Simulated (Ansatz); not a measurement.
**From the elastic tensor of InSb at 3 GPa (stress–strain coefficients) to moduli and sound speeds**

Computed with DFT PBEsol, scalar-relativistic, plane waves, PAW (Ansatz 0.2.0). Settings: 420 eV plane-wave cutoff, Γ-centred 12×12×12 mesh, Fermi-Dirac smearing of 0.15 eV. No spin polarisation.

The structure is cubic, space group F-43m (No. 216). Conventional cell: a = 6.389 Å, b = 6.389 Å, c = 6.389 Å, α = 90.00°, β = 90.00°, γ = 90.00°. In (site symmetry -43m) is surrounded by 4 Sb at 2.77 Å. Sb (site symmetry -43m) has 4 In at 2.77 Å as nearest neighbours.

In a metal, frequencies and elastic constants depend on the k mesh and the smearing, soft modes and shear constants most. At this pressure the crystal is close to a known change of phase.

Relaxed-ion constants (GPa, on the Cartesian axes of the calculation):
C11 = 74.0, C12 = 47.8, C13 = 47.8, C22 = 74.0, C23 = 47.8, C33 = 74.0, C44 = 27.1, C55 = 27.1, C66 = 27.1 GPa; the others vanish.

Density 6.025 g/cm³; 2 atoms in 65.21 Å³.

The values that follow are for a polycrystal of randomly turned grains, by Hill's mean where one number stands.

With S = C⁻¹: B_V = (C11+C22+C33+2(C12+C13+C23))/9, G_V = (C11+C22+C33−C12−C13−C23+3(C44+C55+C66))/15, 1/B_R = S11+S22+S33+2(S12+S13+S23), 15/G_R = 4(S11+S22+S33−S12−S13−S23)+3(S44+S55+S66); Hill is their mean. Then v_l = √((B+4G/3)/ρ), v_t = √(G/ρ), v_m = [(2/v_t³+1/v_l³)/3]^(−1/3) and Θ = (ħ/k_B)·v_m·(6π²n/V)^(1/3) for n atoms in the volume V; E = 9BG/(3B+G), ν = (3B−2G)/(2(3B+G)) and A^U = 5G_V/G_R + B_V/B_R − 6.

```json
{
  "Bulk modulus, Voigt / Reuss / Hill": "56.5 / 56.5 / 56.5 GPa",
  "Shear modulus, Voigt / Reuss / Hill": "21.5 / 19.0 / 20.2 GPa",
  "Young's modulus": "54 GPa",
  "Poisson ratio": "0.340",
  "Pugh ratio B/G": "2.79",
  "Universal anisotropy index": "0.66",
  "Longitudinal and transverse sound speeds": "3723 and 1832 m/s",
  "Debye temperature from the mean sound speed": "192 K"
}
```

The bands only touch here, so at this level the crystal is a zero-gap semiconductor or semimetal, not an ordinary metal; spin–orbit coupling, left out, can open or move such a gap.

Cost: 1 run of about 8.9 core-minutes, on AMD EPYC 7R43 (Zen 3) (shared hosts).

The crystal resists compression much better than shear, and its softest shear is the tetragonal one: (C11 − C12)/2 lies well below C44. In a zinc-blende lattice this distortion is opposed mainly by the bending of sp³ bonds, which is weak in a compound of heavy atoms, whereas the C44 strain also stretches bonds. Soft shear and heavy atoms together account for the slow transverse sound and the low Debye temperature.

The positive shear constants and bulk modulus show stability against small homogeneous strains at this pressure. This is compatible with metastability, since a reconstructive transition needs no elastic instability beforehand. The Pugh ratio of 2.79 would suggest ductility, yet InSb is brittle at room temperature; the criterion derives from metals and misses the high barrier to dislocation glide in directional bonds. The touching bands also disagree with the narrow gap known for zinc-blende InSb, probably because the semilocal functional places the s-like conduction edge too low relative to the p-like valence edge.
